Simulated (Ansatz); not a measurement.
# Co (P6_3/mmc) in Ansatz: a series of runs

One crystal, Co, is run at these levels: PBEsol; tasks: band structure.

Program: Ansatz 0.2.0. These are calculated values, not measurements. Logs are shortened: lines on timing, memory, paths and dates and some standing lists are left out, and cuts for length are marked.

## (1) Starting point

The structure is hexagonal, space group P6_3/mmc (No. 194). Conventional cell: a = 2.472 Å, b = 2.472 Å, c = 4.021 Å, α = 90.00°, β = 90.00°, γ = 120.00°. Co (site symmetry -6m2) is surrounded by 12 Co at 2.47 Å.

## (2) Band structure, PBEsol, collinear spin, ferromagnetic start

input.yaml

```yaml
crystal:
  lattice:
    - [2.4719999032, 0.0, 0.0]
    - [-1.2359999516, 2.1408147143, 0.0]
    - [0.0, 0.0, 4.02114408]
  atoms:
    - { symbol: Co, position: [0.6666666667, 0.3333333333, 0.75], spin: 2.0 }
    - { symbol: Co, position: [0.3333333333, 0.6666666667, 0.25], spin: 2.0 }
kpoints:
  mp_grid: { grid: [12, 12, 7] }
  band_path:
    path:
      - [0.0, 0.0, 0.0]
      - [0.5, 0.0, 0.0]
      - [0.3333333333, 0.3333333333, 0.0]
      - [0.0, 0.0, 0.0]
      - [0.0, 0.0, 0.5]
      - [0.5, 0.0, 0.5]
      - [0.3333333333, 0.3333333333, 0.5]
      - [0.0, 0.0, 0.5]
    npoints: 10
scf:
  occupations: { method: fermi_dirac, width: 0.05 }
hamiltonian:
  xc: pbesol
  pseudopotentials: { kind: all_electron, lapw: { basis_error: 0.001 } }
magnetization:
  spin_polarized: true
output:
  forces: true
  stress: true
  eigenvalues: true
```

Potentials or basis: all-electron LAPW, scalar-relativistic.

Started as:

```
ansatz run input.yaml --threads 2 --pin off --max-ram 6144MiB --backend cpu --events-out ev --progress --plain --runs-dir out
```

What it wrote:

```text
Warning: RAYON_NUM_THREADS=2 ignored (pool sized by the plan → 2); use --threads N
LAPW: plane waves up to 9.095 Å⁻¹, error target 1.0e-3 eV per atom; small_component_spin mean_spin; Co in spheres of 1.233 Å, 17 of its electrons in bands, Dirac shells [] (how accurate: hamiltonian.pseudopotentials.lapw.basis_error, Limitations)
Engine: ansatz 0.2.0, x86_64-unknown-linux-gnu
Pseudopotentials: kind: all_electron
Pseudopotential: Co, LAPW, valence charge 17, lapw/all_electron/scalar/gaussian/Co, Koelling and Harmon's equation, gaussian nucleus
Functional definition: PBEsol
  exchange = pbesol_x
  correlation = pbesol_c
Crystal: 2 atoms, lattice volume = 21.280 Å³
Basis set: ecut = 315.1384648026419 eV, 287 PW (Γ), exchange–correlation at level 2
Bands: 23, of which v1, the nominal top of the filled ones, is band 17 counted from 1 (16 counted from 0)
Symmetry: 24 space group operations
Space group: P63/mmc (ITA 194), of the structure as read, at distance tolerance 2.8e-5 Å
Magnetic group: BNS 194.263 (UNI 1493), of the structure as read, at distance tolerance 2.8e-5 Å
k-points: 76 of 1008
Non-local potential: Co, projectors of the file, none
Initial density: superposition of atomic densities (chi_scale 0.1, normalization cell)
Starting moments: Σ|m| = 4 μB on 2 of 2 sites
Initial wavefunctions: plane waves of lowest kinetic energy (no species holds an atomic orbital)
Functional: x = pbesol(κ = 0.804, μ = 0.12345679012345678), c = pbesol(β = 0.046)
iter 1 solved again at ethr=3.04e-5 eV; its pass at ethr=1.00e-1 eV (dr2=1.03e-2 eV) is discarded
SCF iter   1: F=—  HF=-75768.711379 eV  |F-HF|=—  |Δ(HF+E_count)|=         —  Δρ=1.85e-2 (↑1.85e-2 ↓1.85e-2)  dr2=1.04e-2  dr2_m=6.26e-2  M=3.244 μB ∫|m|=3.360 μB  β_m=0.30  ethr=3.04e-5  ⟨swp⟩=3.4  Hψ=27100  notcnv=0
Mixer restart at iter 1: flushing history
preconditioner: auto → none  [metal: Δε(μ)=0.004 eV  Ē_g=9.766 eV  σ=0.050 eV  W_gap=0.02  n_scr=8 (ndim 8)  ℏωp=34.2 eV  f_vac=0.000  D(μ)=1.94/eV (n_scr^D=22)  sad-step TF]
SCF iter   2: F=—  HF=-75768.777775 eV  |F-HF|=—  |Δ(HF+E_count)|=   6.64e-2  Δρ=1.33e-2 (↑1.30e-2 ↓1.33e-2)  dr2=6.34e-3  dr2_m=3.18e-2  M=3.233 μB ∫|m|=3.385 μB  β_m=0.43  ethr=3.04e-5  ⟨swp⟩=2.5  Hψ=9974  notcnv=0
SCF iter   3: F=—  HF=-75768.833120 eV  |F-HF|=—  |Δ(HF+E_count)|=   5.53e-2  Δρ=6.24e-3 (↑5.99e-3 ↓6.24e-3)  dr2=1.59e-3  dr2_m=6.57e-3  M=3.203 μB ∫|m|=3.414 μB  β_m=0.44  ethr=1.86e-5  ⟨swp⟩=3.0  Hψ=10917  notcnv=0
iter 4 solved again at ethr=3.02e-7 eV; its pass at ethr=4.67e-6 eV (dr2=1.03e-4 eV) is discarded
SCF iter   4: F=—  HF=-75768.853020 eV  |F-HF|=—  |Δ(HF+E_count)|=   1.99e-2  Δρ=1.48e-3 (↑1.14e-3 ↓1.48e-3)  dr2=1.02e-4  dr2_m=2.98e-4  M=3.193 μB ∫|m|=3.450 μB  β_m=0.72  ethr=3.02e-7  ⟨swp⟩=2.0  Hψ=17408  notcnv=0
SCF iter   5: F=—  HF=-75768.855560 eV  |F-HF|=—  |Δ(HF+E_count)|=   2.54e-3  Δρ=2.09e-4 (↑1.64e-4 ↓2.09e-4)  dr2=1.09e-6  dr2_m=6.28e-6  M=3.198 μB ∫|m|=3.482 μB  β_m=0.77  ethr=3.01e-7  ⟨swp⟩=3.0  Hψ=10974  notcnv=0
SCF iter   6: F=—  HF=-75768.855622 eV  |F-HF|=—  |Δ(HF+E_count)|=   6.18e-5  Δρ=2.54e-5 (↑2.54e-5 ↓1.96e-5)  dr2=1.06e-7  dr2_m=6.42e-8  M=3.198 μB ∫|m|=3.487 μB  β_m=0.83  ethr=3.21e-9  ⟨swp⟩=3.1  Hψ=11013  notcnv=0
SCF iter   7: F=—  HF=-75768.855622 eV  |F-HF|=—  |Δ(HF+E_count)|=   5.32e-7  Δρ=5.39e-6 (↑2.56e-6 ↓5.39e-6)  dr2=4.03e-9  dr2_m=2.22e-9  M=3.198 μB ∫|m|=3.487 μB  β_m=0.84  ethr=3.11e-10  ⟨swp⟩=2.9  Hψ=10114  notcnv=0
SCF iter   8: F=-75768.855622 eV  HF=-75768.855622 eV  |F-HF|=1.32e-9  |Δ(HF+E_count)|=   3.14e-8  Δρ=1.49e-6 (↑7.67e-7 ↓1.49e-6)  dr2=2.35e-10  dr2_m=1.92e-10  M=3.198 μB ∫|m|=3.487 μB  ethr=1.19e-11  ⟨swp⟩=3.0  Hψ=10484  notcnv=0
SCF 1 converged in 8 iterations: F = -75768.855622 eV  dr2 = 2.35e-10
NSCF: frozen V_eff on 71 k-points
SCF converged after 8 iterations
Magnetization: 3.1984 μB (18.5992 up, 15.4008 down)
Absolute magnetization: 3.4872 μB (∫|ρ↑−ρ↓|)
Spin contamination: 0.0486 ħ² per cell (⟨S²⟩ above its minimum at these occupations)
Per-site moments (μB) at R_I (Å): [(1.6475210694648172, 1.232814623869152), (1.6475210694648172, 1.232814623869152)]
Free energy (F): -75768.855622 eV
Harris-Foulkes:  -75768.855622 eV  (|F-HF|=1.32e-9)
Internal energy: -75768.839813 eV  (E = F + TS)
E sigma→0 (E₀):  -75768.847718 eV
Entropy (-TS):   -0.015809 eV (-7.905 meV/atom)
Fermi energy:    19.347736 eV
--- Per-component energies (eV) ---
  E_band       = -463.143181
  E_kinetic    = 76885.199940
  E_xc         = -3181.844523
  E_electrostatic = -149472.195230  (all electrons and nuclei)
  E_smearing   = -0.015809  (= −TS)
  E_closure    = 0.000000  (closes the sum)
  E_atoms      = -75750.878730  (free atoms, spherical and without spin; not in F)
  Σ components = -75768.855622   (vs F -75768.855622, Δ=0.00e0)
  Basis errors (estimates in eV, not in F): energy 2.2e-4 per atom: plane waves 2.1e-4 (1.1e-4 summed), levels above the bands 2.3e-87, relativity 1.8e-8, radial functions 7.2e-6, core shells 1.0e-9; eigenvalues (radial functions only) 9.9e-7; not estimated: angular momenta, meshes, grids; target (lapw.basis_error) 1.0e-3; muffin-tin radii Co 1.233 Å
--- Forces (eV/Å), atoms counted from 1 ---
  atom   1  Co     0.00000000    -0.00000000     0.00000000
  atom   2  Co     0.00000000     0.00000000     0.00000000
  max |Σ_I F_I| component: 4.63e-18 eV/Å
--- Stress (GPa, compression-positive) ---
       -4.903773       0.000000       0.000000
        0.000000      -4.903773       0.000000
        0.000000       0.000000      -7.718281
  P = ⅓ Tr σ = -5.8419 GPa (-58.419 kbar)
--- Band table (eV; the first three rows and the last of 152) ---
  k-point 0 ↑: bands = ["-76.4046", "-76.3432", "-39.9555", "-39.6480", "-39.6480", "-39.6039", "-39.5981", "-39.5981", "10.1651", "14.0469", "16.6782", "16.7373", "16.7373", "17.0585", "17.0585", "17.4482", "17.4482", "18.5772", "18.5772", "19.0435", "25.7233", "41.2829", "44.1190"]
  k-point 1 ↑: bands = ["-76.4016", "-76.3463", "-39.9384", "-39.6456", "-39.6456", "-39.6216", "-39.6006", "-39.6006", "10.3723", "13.9951", "16.6239", "16.6874", "16.6874", "17.0029", "17.0029", "17.5727", "17.5727", "18.3054", "18.5648", "18.5648", "26.8768", "41.1765", "42.9623"]
  k-point 2 ↑: bands = ["-76.3931", "-76.3548", "-39.8901", "-39.6709", "-39.6386", "-39.6386", "-39.6075", "-39.6075", "10.9741", "13.7101", "16.4870", "16.6269", "16.6269", "16.8699", "16.8699", "17.0931", "17.8410", "17.8410", "18.5044", "18.5044", "29.4475", "39.3987", "41.6041"]
  k-point 75 ↓: bands = ["-74.3031", "-74.3031", "-37.9186", "-37.9186", "-37.8567", "-37.8315", "-37.6915", "-37.6915", "16.6079", "16.6868", "16.7095", "16.7095", "17.5651", "17.5651", "19.0419", "19.3103", "20.4680", "20.4680", "25.7785", "25.7785", "26.9007", "28.1552", "29.8160"]
```

Run time: 51 s. Hardware: 2 threads of Intel Xeon at 2.50GHz (Skylake/Cascade Lake), shared host; peak memory 0.54 GiB.

What came out:

```
Free energy             : -75768.8556 eV
Pressure                : -5.8 GPa
Band gap along the path : none (metal or under the smearing width)
Net moment              : 3.20 μB per cell
Absolute moment         : 3.49 μB per cell
Site moments            : Co +1.65 μB
```

Levels at the corners of the path, in eV from the Fermi level:
Spin up:
| point | band 16 | band 17 | band 18 | band 19 | band 20 | band 21 | band 22 | band 23 |
| --- | --- | --- | --- | --- | --- | --- | --- | --- |
| Γ | -1.90 | -1.90 | -0.77 | -0.77 | -0.30 | 6.38 | 21.94 | 24.77 |
| M | -0.61 | -0.54 | -0.46 | 1.33 | 3.37 | 9.67 | 10.33 | 12.77 |
| K | -0.89 | -0.89 | -0.78 | 4.53 | 5.37 | 5.37 | 12.38 | 13.13 |
| Γ | -1.90 | -1.90 | -0.77 | -0.77 | -0.30 | 6.38 | 21.94 | 24.77 |
| A | -2.67 | -1.09 | -1.09 | -1.09 | -1.09 | 14.94 | 14.94 | 22.66 |
| L | -1.05 | -0.52 | -0.52 | 1.52 | 1.52 | 7.38 | 7.38 | 18.46 |
| H | -1.89 | -0.71 | -0.71 | 5.75 | 5.75 | 7.38 | 7.38 | 9.66 |
| A | -2.67 | -1.09 | -1.09 | -1.09 | -1.09 | 14.94 | 14.94 | 22.66 |
Spin down:
| point | band 14 | band 15 | band 16 | band 17 | band 18 | band 19 |
| --- | --- | --- | --- | --- | --- | --- |
| Γ | -0.62 | -0.62 | -0.29 | -0.15 | -0.15 | 1.10 |
| M | -1.10 | -0.66 | 1.26 | 1.36 | 1.42 | 2.61 |
| K | -1.43 | -0.35 | 0.94 | 0.94 | 1.09 | 5.38 |
| Γ | -0.62 | -0.62 | -0.29 | -0.15 | -0.15 | 1.10 |
| A | -1.05 | -1.05 | -1.05 | 0.74 | 0.74 | 0.74 |
| L | -0.05 | 0.23 | 0.23 | 1.36 | 1.36 | 2.23 |
| H | -1.81 | -0.20 | -0.20 | 1.13 | 1.13 | 6.45 |
| A | -1.05 | -1.05 | -1.05 | 0.74 | 0.74 | 0.74 |

## (3) Band structure, PBEsol, collinear spin, ferromagnetic start

Edit input.yaml of step 2 so:

```diff
@@ -25,3 +25,6 @@
   xc: pbesol
-  pseudopotentials: { kind: all_electron, lapw: { basis_error: 0.001 } }
+  pseudopotentials:
+    kind: all_electron
+    lapw: { basis_error: 0.001 }
+    relativity: none
 magnetization:
```

Potentials or basis: all-electron LAPW, non-relativistic.

Started as:

```
ansatz run input.yaml --threads 2 --pin off --max-ram 6144MiB --backend cpu --events-out ev --progress --plain --runs-dir out
```

What it wrote:

```text
Warning: RAYON_NUM_THREADS=2 ignored (pool sized by the plan → 2); use --threads N
LAPW: plane waves up to 9.096 Å⁻¹, error target 1.0e-3 eV per atom; Co in spheres of 1.233 Å, 17 of its electrons in bands, Dirac shells [] (how accurate: hamiltonian.pseudopotentials.lapw.basis_error, Limitations)
[... 2 set-up lines as earlier in the session ...]
Pseudopotential: Co, LAPW, valence charge 17, lapw/all_electron/none/Co, Schrödinger's equation, point nucleus
[... 3 set-up lines as earlier in the session ...]
Crystal: 2 atoms, lattice volume = 21.280 Å³
[... 47 lines left out ...]
--- Forces (eV/Å), atoms counted from 1 ---
  atom   1  Co    -0.00000000    -0.00000000     0.00000000
  atom   2  Co    -0.00000000     0.00000000     0.00000000
  max |Σ_I F_I| component: 1.85e-17 eV/Å
--- Stress (GPa, compression-positive) ---
       -1.029639       0.000000       0.000000
        0.000000      -1.029639       0.000000
        0.000000       0.000000      -3.889206
  P = ⅓ Tr σ = -1.9828 GPa (-19.828 kbar)
--- Band table (eV; the first three rows and the last of 152) ---
  k-point 0 ↑: bands = ["-73.6087", "-73.5380", "-39.1442", "-38.8233", "-38.8233", "-38.7761", "-38.7713", "-38.7713", "10.4800", "14.1163", "16.6517", "16.7102", "16.7102", "17.0291", "17.0291", "17.4164", "17.4164", "18.5369", "18.5369", "19.1744", "25.9686", "41.3032", "44.2804"]
  k-point 1 ↑: bands = ["-73.6052", "-73.5415", "-39.1263", "-38.8208", "-38.8208", "-38.7945", "-38.7738", "-38.7738", "10.6849", "14.0818", "16.5983", "16.6606", "16.6606", "16.9739", "16.9739", "17.5400", "17.5400", "18.4379", "18.5245", "18.5245", "27.0990", "41.1997", "43.0063"]
  k-point 2 ↑: bands = ["-73.5954", "-73.5513", "-39.0758", "-38.8462", "-38.8135", "-38.8135", "-38.7811", "-38.7811", "11.2787", "13.8604", "16.4650", "16.6005", "16.6005", "16.8419", "16.8419", "17.1872", "17.8064", "17.8064", "18.4646", "18.4646", "29.6323", "39.4663", "41.6359"]
  k-point 75 ↓: bands = ["-71.5351", "-71.5351", "-37.1349", "-37.1349", "-37.0710", "-37.0445", "-36.8960", "-36.8960", "16.5991", "16.6890", "16.7148", "16.7148", "17.5670", "17.5670", "18.9956", "19.2583", "20.4084", "20.4084", "25.8512", "25.8512", "26.9270", "28.1875", "30.1351"]
```

It took 54 s on 2 threads of Intel Xeon at 2.50GHz (Skylake/Cascade Lake), shared host; peak memory 0.56 GiB.

Results:

| Item | Value |
| --- | --- |
| Free energy | -75185.5034 eV |
| Pressure | -2.0 GPa |
| Band gap along the path | none (metal or under the smearing width) |
| Net moment | 3.16 μB per cell |
| Absolute moment | 3.45 μB per cell |
| Site moments | Co +1.63 μB |

Levels at the corners of the path, in eV from the Fermi level:
Spin up:
| point | band 15 | band 16 | band 17 | band 18 | band 19 | band 20 | band 21 | band 22 | band 23 |
| --- | --- | --- | --- | --- | --- | --- | --- | --- | --- |
| Γ | -2.29 | -1.90 | -1.90 | -0.78 | -0.78 | -0.15 | 6.65 | 21.98 | 24.96 |
| M | -2.20 | -0.63 | -0.56 | -0.48 | 1.41 | 3.54 | 9.81 | 10.62 | 12.80 |
| K | -1.93 | -0.90 | -0.90 | -0.79 | 4.62 | 5.59 | 5.59 | 12.53 | 13.25 |
| Γ | -2.29 | -1.90 | -1.90 | -0.78 | -0.78 | -0.15 | 6.65 | 21.98 | 24.96 |
| A | -2.67 | -2.67 | -1.10 | -1.10 | -1.10 | -1.10 | 15.09 | 15.09 | 22.72 |
| L | -1.03 | -1.03 | -0.54 | -0.54 | 1.66 | 1.66 | 7.64 | 7.64 | 18.63 |
| H | -1.89 | -1.89 | -0.73 | -0.73 | 5.87 | 5.87 | 7.46 | 7.46 | 10.05 |
| A | -2.67 | -2.67 | -1.10 | -1.10 | -1.10 | -1.10 | 15.09 | 15.09 | 22.72 |
Spin down:
| point | band 12 | band 13 | band 14 | band 15 | band 16 | band 17 | band 18 | band 19 | band 20 | band 21 |
| --- | --- | --- | --- | --- | --- | --- | --- | --- | --- | --- |
| Γ | -1.01 | -1.01 | -0.64 | -0.64 | -0.17 | -0.17 | -0.14 | 1.06 | 1.06 | 7.66 |
| M | -1.81 | -1.15 | -1.09 | -0.67 | 1.22 | 1.32 | 1.38 | 2.64 | 4.50 | 10.28 |
| K | -2.71 | -1.43 | -1.43 | -0.36 | 0.90 | 0.90 | 1.05 | 5.43 | 6.37 | 6.37 |
| Γ | -1.01 | -1.01 | -0.64 | -0.64 | -0.17 | -0.17 | -0.14 | 1.06 | 1.06 | 7.66 |
| A | -1.62 | -1.07 | -1.07 | -1.07 | -1.07 | 0.71 | 0.71 | 0.71 | 0.71 | 15.55 |
| L | -2.48 | -0.07 | -0.07 | 0.29 | 0.29 | 1.32 | 1.32 | 2.30 | 2.30 | 8.55 |
| H | -2.59 | -1.77 | -1.77 | -0.22 | -0.22 | 1.10 | 1.10 | 6.54 | 6.54 | 8.22 |
| A | -1.62 | -1.07 | -1.07 | -1.07 | -1.07 | 0.71 | 0.71 | 0.71 | 0.71 | 15.55 |
